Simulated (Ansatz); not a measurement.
# PbSe: the cost of one run

Program: Ansatz 0.2.0. PAW datasets, plane waves. The cell comes from a prototype generator: it can be a known phase or a hypothetical one. Spin polarisation is off.

### 1 Starting point

The unstrained cell was relaxed with r2SCAN; in each strained cell the atoms were relaxed again with r2SCAN. Names of k-points are those of the unstrained zone, where strain can split equivalent points. First state: -2.9 % strain along [111] alone.

It is trigonal, R3m (No. 160); conventional cell a = 4.841 Å, c = 11.517 Å, 38.96 Å³ an atom. Pb has 4 Se at 2.93–2.94 Å; Se has 4 Pb at 2.93–2.94 Å.

Coordinates:

```cif
data_structure
_symmetry_space_group_name_H-M 'R3m:H'
_symmetry_Int_Tables_number 160
_cell_length_a 4.8411
_cell_length_b 4.8411
_cell_length_c 11.5168
_cell_angle_alpha 90.000
_cell_angle_beta 90.000
_cell_angle_gamma 120.000
_cell_volume 233.75
loop_
_atom_site_label
_atom_site_type_symbol
_atom_site_symmetry_multiplicity
_atom_site_Wyckoff_symbol
_atom_site_fract_x
_atom_site_fract_y
_atom_site_fract_z
_atom_site_occupancy
Pb1 Pb 3 a 0.33333 0.66667 0.66452 1
Se1 Se 3 a 0.33333 0.66667 0.91881 1
```

### 2 -2.9 % strain along [111] alone: PBE

Contents of input.yaml:

```yaml
crystal:
  lattice:
    - [-0.0657255195, 3.3574786206, 3.3574786206]
    - [3.3574786206, -0.0657255195, 3.3574786206]
    - [3.3574786206, 3.3574786206, -0.0657255195]
  atoms:
    - { symbol: Pb, position: [-0.0021474311, -0.0021474311, -0.0021474311] }
    - { symbol: Se, position: [0.2521474311, 0.2521474311, 0.2521474311] }
kpoints:
  mp_grid: { grid: [6, 6, 6] }
  band_path:
    path:
      - [0.0, 0.0, 0.0]
      - [-0.5, -0.5, 0.0]
      - [-0.375, -0.375, 0.25]
      - [-0.375, 0.0, 0.375]
      - [0.0, 0.0, 0.5]
      - [-0.5, -0.25, 0.25]
      - [0.236979, -0.5, -0.236979]
      - [0.0, 0.5, 0.5]
    npoints: 1
hamiltonian:
  xc: pbe
scf:
  occupations: { method: fermi_dirac, width: 0.02 }
  n_extra_bands: 4
output:
  forces: true
  stress: true
  eigenvalues: true
  write_density: true
  write_potential: true
  elf: true
  volumetric_format: npy
```

Command:

```
> ansatz run input.yaml --threads 4 --pin off --max-ram 3686MiB --backend cpu --events-out ev --progress --plain --runs-dir out
```

What time and memory should one allow on 4 threads of Arm Neoverse N1, shared host?

About 3.5 s, with a peak of 0.4 GiB.
